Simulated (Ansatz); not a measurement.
PbI₂ (CdI2 type), relaxed with r2SCAN+rVV10: space group P-3m1 (No. 164), trigonal; conventional cell a = 4.564 Å, c = 7.048 Å, 42.38 Å³ an atom. Pb has 6 I at 3.24 Å; I has 3 Pb at 3.24 Å. One-shot G0W0@PBE in the plane-wave code Ansatz on a 6×6×2 mesh (contour deformation, no spin-orbit coupling), from a PBE gap of 2.230 eV over the mesh points (the G0W0 gap is direct on the mesh); the number N of bands summed and the screening cutoff rise together. No spin polarisation and no zero-point or thermal motion.

```csv
N,cutoff (eV),1000/N,G0W0 gap (eV)
230,80,4.348,3.079
502,140,1.992,3.174
```

Question: Lay a straight line in 1000/N through these rows.

Answer: The slope is -0.0403 eV per unit of 1000/N and the intercept 3.254 eV.

Question: Predict the gap at N = 902 (210 eV).

Answer: 3.254 + (-0.0403) × 1.109 = 3.209 eV; the run gives 3.240 eV, +0.031 eV from the line.

Question: With that run's result added, what limit do the last two rows suggest?

Answer: Their slope is (3.240 − 3.174)/(1.109 − 1.992) = -0.0747, which meets 1/N = 0 at 3.32 eV, against 3.254 eV from the first line. The slope steepens, so 1/N isn't yet asymptotic and the true limit probably lies higher still; the k mesh isn't extrapolated.

Spin-orbit coupling is left out; in compounds of Pb, Bi, Tl or Hg it can lower a gap by up to about 1 eV, split its edges or invert the bands.
